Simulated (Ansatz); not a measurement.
Born–Oppenheimer molecular dynamics of a periodic cell of 16 atoms, Si (start crystal Si, start structure diamond, volume 1.15 times the crystal's). It goes on from the last frame of an earlier run, with new velocities.

These are results of DFT PBEsol, scalar-relativistic, plane waves, PAW in Ansatz, not measurements. Settings: cutoff 420 eV, k mesh 2x2x2, fermi-dirac smearing 0.3 eV, no spin polarisation.

```json
{
  "ensemble": "NVT, Langevin thermostat",
  "time step": "1.5 fs",
  "steps asked": "109",
  "set temperature": "2800 K",
  "friction": "0.02 /fs",
  "temperature schedule": "82 steps to 300 K, then 27 steps to 300 K",
  "seed": "355693"
}
```

First frame:

```xyz
16
Lattice="0.0000 5.6890 5.6890 5.6890 0.0000 5.6890 5.6890 5.6890 0.0000" Properties=species:S:1:pos:R:3
Si 0.138 -0.125 -0.188
Si 1.114 1.084 1.746
Si 3.056 2.393 0.729
Si 4.290 4.682 1.416
Si 3.366 0.336 2.178
Si 3.757 0.583 4.753
Si 5.346 2.035 3.122
Si 6.269 4.324 3.609
Si 0.058 2.857 2.815
Si 1.977 4.178 3.700
Si 2.790 6.481 2.847
Si 4.447 7.460 4.752
Si 3.170 2.803 5.473
Si 4.666 4.392 6.833
Si 5.965 5.603 5.377
Si 7.305 6.897 6.687
```

(1) What does the run give?

(2) What happens to the structure?

(3) How do temperature and energy run in time?

Answers

(1) The run went to its last step.

- steps done: 109
- time covered: 163.5 fs
- mean temperature over the second half: 1122 K
- spread of the potential energy over the second half: 25.8 meV per atom
- mean potential energy of the second half above the start: 1.3 meV per atom

The schedule's set-point averaged 510 K over the second half and the system 1122 K, so it lags behind the ramp. A run of 0.16 ps of so small a system gives no equilibrium averages. Limits of this set-up: coarse k mesh.

(2) Mean squared displacements from the first frame to the last, about the centre of mass: Si 0.46 Å². The details hang on the random start.

(3) 
| time (fs) | T (K) | potential energy less start (eV) |
| --- | --- | --- |
| 0.0 | 2625 | 0.000 |
| 4.5 | 2357 | 0.294 |
| 9.0 | 1890 | 0.417 |
| 13.5 | 2266 | 0.319 |
| 18.0 | 2662 | -0.009 |
| 22.5 | 2575 | -0.118 |
| 27.0 | 2247 | 0.095 |
| 31.5 | 2013 | 0.542 |
| 36.0 | 2017 | 0.980 |
| 40.5 | 2287 | 1.229 |
| 45.0 | 2417 | 1.625 |
| 49.5 | 1890 | 1.806 |
| 54.0 | 2021 | 1.672 |
| 58.5 | 1757 | 1.300 |
| 63.0 | 1720 | 1.081 |
| 67.5 | 1712 | 1.005 |
| 72.0 | 1717 | 1.048 |
| 76.5 | 1686 | 0.961 |
| 81.0 | 2001 | 0.719 |
| 85.5 | 2054 | 0.454 |
| 90.0 | 2071 | 0.246 |
| 94.5 | 1957 | 0.163 |
| 99.0 | 1433 | 0.239 |
| 103.5 | 1201 | 0.383 |
| 108.0 | 1087 | 0.558 |
| 112.5 | 1050 | 0.616 |
| 117.0 | 989 | 0.506 |
| 121.5 | 941 | 0.291 |
| 126.0 | 912 | 0.014 |
| 130.5 | 1060 | -0.285 |
| 135.0 | 976 | -0.484 |
| 139.5 | 926 | -0.564 |
| 144.0 | 822 | -0.533 |
| 148.5 | 691 | -0.423 |
| 153.0 | 661 | -0.338 |
| 157.5 | 542 | -0.307 |
| 162.0 | 556 | -0.378 |

Time of the run: 11 min on 1 thread of Arm Neoverse V2 (shared host), peak memory 0.71 GiB.
